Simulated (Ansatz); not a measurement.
**La2O3: the cell at several levels of theory**

One table from this session's results is given with a row withheld; the runs are named, their logs left out.

Code: Ansatz 0.2.0. PAW datasets, plane waves, zero pressure. The values are computed, spin-unpolarised, and not measurements.

## Starting point

It is trigonal, P-3m1 (No. 164); a = 3.931 Å, c = 6.112 Å in the conventional setting, 16.36 Å³ an atom. Near La stand 7 O at 2.36–2.72 Å; near O stand 4 La at 2.36–2.44 Å; near O stand 6 La at 2.72 Å.

Coordinates:

```
La O
1.0
     3.93078    0.00000    0.00000
    -1.96539    3.40415    0.00000
     0.00000    0.00000    6.11195
La O
2 3
Direct
  0.66667 0.33333 0.75376
  0.33333 0.66667 0.24624
  0.66667 0.33333 0.35411
  0.33333 0.66667 0.64589
  0.00000 0.00000 0.00000
```

Set-up of the first run:

input.yaml reads:

```yaml
crystal:
  lattice:
    - [3.930777878, 0.0, 0.0]
    - [-1.965388939, 3.404153499, 0.0]
    - [0.0, 0.0, 6.11195352]
  atoms:
    - { symbol: La, position: [0.66666667, 0.33333333, 0.75376432] }
    - { symbol: La, position: [0.33333333, 0.66666667, 0.24623568] }
    - { symbol: O, position: [0.66666667, 0.33333333, 0.35410935] }
    - { symbol: O, position: [0.33333333, 0.66666667, 0.64589065] }
    - { symbol: O, position: [0.0, 0.0, 0.0] }
kpoints:
  mp_grid: { grid: [12, 12, 4] }
hamiltonian:
  xc: pbe
scf:
  occupations: { method: fermi_dirac, width: 0.02 }
relax:
  f_tol: 0.005
  cell: {}
```

On the command line:

```sh
$ ansatz run input.yaml --threads 2 --pin off --max-ram 20275MiB --backend cpu --events-out ev --progress --plain --runs-dir out
```

Steps of the session up to this table: PBE: cell and atoms; r2SCAN: cell and atoms; Relaxation with PBEsol; Relaxing with LDA.

One of the session's tables, all rows but one given; the rest of the session is left out.

```
 level  a (Å)  c (Å)  volume (Å³/atom)
   PBE  3.940  6.187            16.640
r2SCAN  3.935  6.126            16.431
PBEsol      ?      ?                 ?
   LDA  3.883  5.951            15.539
```

Estimate the missing values for PBEsol.

**Answer.** a (Å): 3.906; c (Å): 6.041; volume (Å³/atom): 15.964. In the column «a (Å)» it lies between LDA (3.883) and r2SCAN (3.935).

In words: The first relaxation changed the volume by +1.7 % from the start. The volume runs from LDA (least) to PBE (most), a spread of 7.1 %, or 2.3 % in length if all axes shared it alike. The meshes differ: PBE 12×12×4, r2SCAN 6×6×4, PBEsol 6×6×4, LDA 6×6×4.
